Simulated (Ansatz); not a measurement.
Base system: ZnTe in the zinc blende structure (space group F-43m, No. 216; a = 6.179 Å). Axes: x, y, z lie along the cube axes.

(Cell as relaxed with PBE.)

Levels (all Ansatz, an electronic-structure program, PAW, earlier PAW set): PBE (420 eV, no SOC); r2SCAN (500 eV, spin-orbit coupling left out).

Each level relaxes its own structure.

| base | PBE | r2SCAN |
|---|---|---|
| volume per atom | 29.49 Å³ | 28.58 Å³ |
| lattice parameter a | 617.9 pm | 611.5 pm |
| band gap | 1.07 eV | 1.78 eV |

The change: a pure shear with ε_yz = ε_zy = 0.0195; the atoms relax in the strained cell.

```json
[
 {"quantity": "shift of the gap caused by the change", "PBE": "-0.13 eV", "r2SCAN": "(withheld)"},
 {"quantity": "gap character", "PBE": "direct at Γ", "r2SCAN": "(withheld)"},
 {"quantity": "energy relative to the base (free energy F)", "PBE": "+4.2 meV/atom", "r2SCAN": "(withheld)"},
 {"quantity": "stress (xx, yy, zz, yz, xz, xy; compression positive)", "PBE": "(0.00, 0.04, 0.04, -1.17, 0.00, 0.00) GPa", "r2SCAN": "(withheld)"},
 {"quantity": "band gap", "PBE": "0.94 eV", "r2SCAN": "(withheld)"}
]
```

Question: Given the PBE results, estimate those of r2SCAN.

Answer: 
- shift of the gap caused by the change, r2SCAN: -0.15 eV
- gap character, r2SCAN: direct at Γ
- energy relative to the base (free energy F), r2SCAN: +4.6 meV/atom
- stress (xx, yy, zz, yz, xz, xy; compression positive), r2SCAN: (0.00, 0.05, 0.05, -1.32, 0.00, 0.00) GPa
- band gap, r2SCAN: 1.63 eV

PBE's shift of the gap caused by the change lies 0.02 eV above r2SCAN's; PBE's energy relative to the base lies 0.4 meV/atom below r2SCAN's; PBE's band gap lies 0.69 eV below r2SCAN's; the two agree on the gap character. Neither level is exact; r2SCAN is the comparison here, not a measurement.

With Te present, leaving out spin-orbit coupling can change the band edges. No phonon test of stability was made. k-point labels follow each cell's own Brillouin zone.
